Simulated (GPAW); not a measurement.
A run of GPAW 26.7.0:

run.py

```python
from ase import Atoms
from ase.dft.bandgap import bandgap
from ase.io import write
from ase.units import GPa
from gpaw import GPAW, PW, setup_paths

setup_paths.insert(0, '.')

atoms = Atoms(['Sb', 'Sb', 'Sb', 'Sb'],
              cell=[[-4.0300106443, 4.0300106443, 2.0254867038],
                    [4.0300106443, -4.0300106443, 2.0254867038],
                    [4.0300106443, 4.0300106443, -2.0254867038]],
              scaled_positions=[[0.65126306, 0.15126306, 0.80252612],
                                [0.15126306, 0.34873694, 0.5],
                                [0.34873694, 0.84873694, 0.19747388],
                                [0.84873694, 0.65126306, 0.5]],
              pbc=True)

calc = GPAW(mode=PW(450),
            xc='PBEsol',
            kpts={'size': (6, 6, 6), 'gamma': True},
            occupations={'name': 'fermi-dirac', 'width': 0.05},
            nbands=46,
            maxiter=120,
            txt='gpaw.txt')
atoms.calc = calc
energy = atoms.get_potential_energy()
forces = atoms.get_forces()
stress = atoms.get_stress()
calc.write('gs.gpw')
write('result.traj', atoms)
print(f'Energy: {energy:.6f} eV')
print('Forces (eV/A):')
print(forces.round(4))
print('Stress (GPa):', (stress / GPa).round(3))
print('Fermi level:', round(calc.get_fermi_level(), 4), 'eV')
print(f'Gap: {bandgap(calc)[0]:.4f} eV, direct: {bandgap(calc, direct=True)[0]:.4f} eV')
```

Potentials or basis: PAW data sets generated in the run's folder for this functional, pw.

Command:

```console
$ gpaw-setup -f PBEsol Sb
$ OMP_NUM_THREADS=1 python run.py
```

Hardware: 1 thread of Arm Neoverse V1, with other jobs on the host.

Q: How long does it take, and how much memory?

A: Run time: 3.1 min on 1 thread of Arm Neoverse V1 (shared host), peak memory 0.25 GiB. Counts: scf iterations 15, plane waves 2872, bands 46, k points 36.
